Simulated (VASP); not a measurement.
Runs of VASP 6.6.1 on HfC. It takes space group Fm-3m (No. 225, cubic). The conventional cell has a = 4.650 Å, b = 4.650 Å, c = 4.650 Å, α = 90.00°, β = 90.00°, γ = 90.00°. Hf (site symmetry m-3m) has 6 C at 2.33 Å as nearest neighbours. Around C (site symmetry m-3m) lie 6 Hf at 2.33 Å. 

```tsv
task	level	cell	cutoff (eV)	gap on the mesh (eV)	pressure (GPa)	V0 of scaled cells (Å³/atom)	relaxed volume (Å³/atom)	B0 (GPa)
relaxation of cell and atoms	r2SCAN	relaxed	600	none	-0.1	-	12.44	-
equation of state	r2SCAN	Fm-3m, 12.44 Å³/atom	520	-	-	12.44	-	(a)
equation of state	PBE+D3(BJ)	Fm-3m, 12.29 Å³/atom	520	-	-	(b)	-	249
relaxation of cell and atoms	PBE+D3(BJ)	relaxed	600	none	-0.1	-	12.29	-
```

Alike in all rows: potentials or basis VASP PAW PBE potentials, release 64 (Hf_pv, C); no spin polarisation; k mesh 8 × 8 × 8; smearing fermi-dirac 0.05 eV.

Problem. Fill in the values left out.

Solution. (a) 251; (b) 12.30.

Caveats: the PAW data sets were made with another functional, which shifts forces and pressure a little (some runs); pairwise dispersion overbinds metals, which lowers pressure and volume (some runs).

A k mesh can miss the band edges, and the runs leave out spin-orbit coupling on Hf.

A gap of «none» marks a metal or a gap under the smearing width.
